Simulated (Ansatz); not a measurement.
**Vibrations of TlCl (Pm-3m) by finite displacements**

```xyz
2
Lattice="3.7692 0.0000 0.0000 0.0000 3.7692 0.0000 0.0000 0.0000 3.7692" Properties=species:S:1:pos:R:3 pbc="T T T"
Tl    0.0000    0.0000    0.0000
Cl    1.8846    1.8846    1.8846
```

Computed, not measured; unless marked otherwise by PBEsol, all-electron LAPW in Ansatz 0.2.0, scalar-relativistic. k mesh 6×6×6, fixed occupations, basis error target 1 meV/atom. The cell was relaxed by PAW under this functional, which moved its volume by -5 % from the database entry's.

Atoms are displaced by 0.01 Å in the smallest supercells that hold the wave vectors of a 2×2×2 mesh. Negative values stand for unstable modes. The zone centre has no LO-TO term.

**Question.** What are the phonon energies at the solved wave vectors, in meV?

**Answer.** 

| q | point | modes (meV) |
| --- | --- | --- |
| 0.000 0.000 0.000 | Gamma | 6.26 (×3) |
| 0.500 0.000 0.000 | X | 1.97 (×2), 8.72, 11.26 (×2), 20.64 |
| 0.500 0.500 0.000 | M | 0.39, 5.34 (×2), 9.00, 11.02 (×2) |
| 0.500 0.500 0.500 | R | 5.50 (×3), 16.95 (×3) |

**Question.** Is the structure dynamically stable at these wave vectors?

**Answer.** Yes, no mode is unstable there, though one zone-boundary mode is very soft; wave vectors off this mesh aren't tested.

**Question.** How do the optical zone-centre modes decompose, and which are active?

**Answer.** Point group m-3m: Γ_opt = T1u.

| label | meV | activity | mostly |
| --- | --- | --- | --- |
| T1u | 6.26 | IR | Cl (85 %) |

**Question.** How well do frozen-core PAW files reproduce these all-electron values?

**Answer.** With a cutoff of 420 eV and displacements of 0.0025 Å, the r.m.s. difference over the modes is 0.1 cm⁻¹; the largest difference is 3.0 (PAW) against 3.1 cm⁻¹ (LAPW).

**Question.** The cell is scaled evenly to 52.479 and 54.621 Å³ (from 53.550), with free atoms relaxed and the shape held. What are the mode Grüneisen parameters γ = −d ln ω/d ln V?

**Answer.** For the highest mode, 171.4 cm⁻¹ in the small cell and 161.7 in the large one give γ ≈ 1.46. From the change of the dynamical matrix on each mode:

```
point   cm⁻¹     γ
    X   70.4  1.47
    X   90.8  3.71
    X  166.5  1.46
    M   43.1  0.40
    M   72.6  5.19
    M   88.9  3.45
    R   44.4  2.70
    R  136.7  2.13
```

**Question.** Linear response on PAW files adds the field. What are the dielectric tensor, the Born charges and the LO shift?

**Answer.** ε∞ = (5.84, 5.84, 5.84) along x, y, z with local fields. Born charges (xx, yy, zz): Tl1 (2.10, 2.10, 2.10); Cl2 (-2.10, -2.10, -2.10). The highest zone-centre mode lies at 50.4 cm⁻¹ without the macroscopic field and at 159.9 cm⁻¹ with it, for q along x. Lyddane-Sachs-Teller then gives ε₀ = ε∞ (ω_LO/ω_TO)² = 58.76. With the ions free to follow the field, the program's ε₀ is (58.76, 58.76, 58.76). It goes as 1/ω² of soft polar modes here, so it is very sensitive to volume and functional.

Limits of these numbers: no spin-orbit coupling on heavy atoms; a very soft zone-boundary mode, near an instability or sensitive to the mesh; the frozen-core PAW files of the compared runs were fitted under PBE, their cores solved anew for this functional; field response not resolved by the mesh; modes that are unstable or so soft that |γ| passes 8 are left out of the Grüneisen table, since γ diverges as ω goes to zero; semilocal gaps are low, and ε∞ tends to come out large.
